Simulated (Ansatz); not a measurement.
KCl (rocksalt): gap against strain (uniaxial along [111], other directions held)

Rocksalt KCl, relaxed with r2SCAN in Ansatz 0.2.0, then strained (uniaxial along [111], other directions held; changes of length per length, axes as in the cell below) with the atoms relaxed again within the symmetry that is left. It is cubic, Fm-3m (No. 225); conventional cell a = 6.290 Å, 31.10 Å³ an atom. K has 6 Cl at 3.14 Å; Cl has 6 K at 3.14 Å. No spin polarisation and no zero-point or thermal motion.

```
CELL_PARAMETERS angstrom
0.00000 3.14485 3.14485
3.14485 0.00000 3.14485
3.14485 3.14485 0.00000
ATOMIC_POSITIONS crystal
K 0.00000 0.00000 0.00000
Cl 0.50000 0.50000 0.50000
```

Gaps are the least over each mesh (PBE 8×8×8, r2SCAN 8×8×8, HSE06 6×6×6 when unstrained) and the special points, which keep their unstrained names; stress is the change from the unstrained cell, compression positive.

```tsv
strain (%)	gap, PBE (eV)	gap, r2SCAN (eV)	gap, HSE06 (eV)	edges, HSE06	stress along the strain, r2SCAN (GPa)	energy rise, r2SCAN (meV/atom)
-3.11	5.262	5.901	6.579	Γ	+0.89	2.9
0.0	5.194	5.831	6.505	Γ	0.00	0.0
+2.87	5.075	5.710	6.379	Γ	-0.78	2.0
+4.0	5.028	5.661	6.328	Γ	-1.08	4.0
```

Q: Estimate the row for a strain of -1.87 %.

A:
```tsv
strain (%)	gap, PBE (eV)	gap, r2SCAN (eV)	gap, HSE06 (eV)	edges, HSE06	stress along the strain, r2SCAN (GPa)	energy rise, r2SCAN (meV/atom)
-1.87	5.235	5.873	6.550	Γ	+0.53	1.1
```

Between zero and the nearest strains the slope of the HSE06 gap against strain is -0.024 eV per percent for negative and -0.044 for positive strain.

The meshes of the hybrids are coarse, so their gaps aren't converged to the digits shown.
